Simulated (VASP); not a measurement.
Set up this calculation in VASP 6.6.1, as the native input.

```
Task                   : relaxation of cell and atoms
Functional             : LDA
Potentials or basis    : VASP PAW LDA potentials, release 64 (Zn)
Cutoff                 : 600 eV
k mesh                 : 10 × 10 × 10
Occupations            : fermi-dirac, width 0.05 eV
Spin                   : no spin polarisation
Ladder                 : gaps
Further INCAR settings : ALGO = Fast; EDIFF = 1e-06; IBRION = 2; EDIFFG = -0.01; NSW = 60; ISIF = 3
```

The structure of Zn lies in POSCAR:

```
Zn
1.0
    0.0000000000      1.9647760000      1.9647760000
    1.9647760000      0.0000000000      1.9647760000
    1.9647760000      1.9647760000      0.0000000000
Zn
1
Direct
    0.0000000000      0.0000000000      0.0000000000
```

This isn't the form of Zn at room conditions, which is hcp.

These files were run (other wordings do the same):

INCAR

```
SYSTEM = Zn
ALGO = Fast
EDIFF = 1E-6
EDIFFG = -0.01
ENCUT = 600
IBRION = 2
ISIF = 3
ISMEAR = -1
LASPH = .TRUE.
LCHARG = .FALSE.
LREAL = .FALSE.
LWAVE = .FALSE.
NELM = 80
NSW = 60
PREC = Accurate
SIGMA = 0.05
```

KPOINTS

```
k-points
0
G
  10 10 10
  0 0 0
```

Potentials or basis: VASP PAW LDA potentials, release 64 (Zn).

The run is started by

```sh
$ cat potpaw_LDA.64/Zn/POTCAR > POTCAR
$ mpirun -np 1 vasp_std > vasp.out
```

It gave:

```json
{"Relaxed volume": "13.53 Å³/atom", "Relaxed cell": "a = 2.675 Å, b = 2.675 Å, c = 2.675 Å, α = 60.00°, β = 60.00°, γ = 60.00°", "Space group after relaxing (to 0.05 Å)": "Fm-3m (No. 225)", "Energy gained by relaxing": "47.9 meV/atom", "Ionic steps": "8", "Pressure after relaxing": "0.0 GPa", "Band gap on the k mesh": "none (metal or under the smearing width)"}
```

It took 24 s on 1 thread of Intel(R) Xeon(R) Platinum 8259CL CPU @ 2.50GHz (Skylake/Cascade Lake) (shared host), peak memory 0.14 GiB.
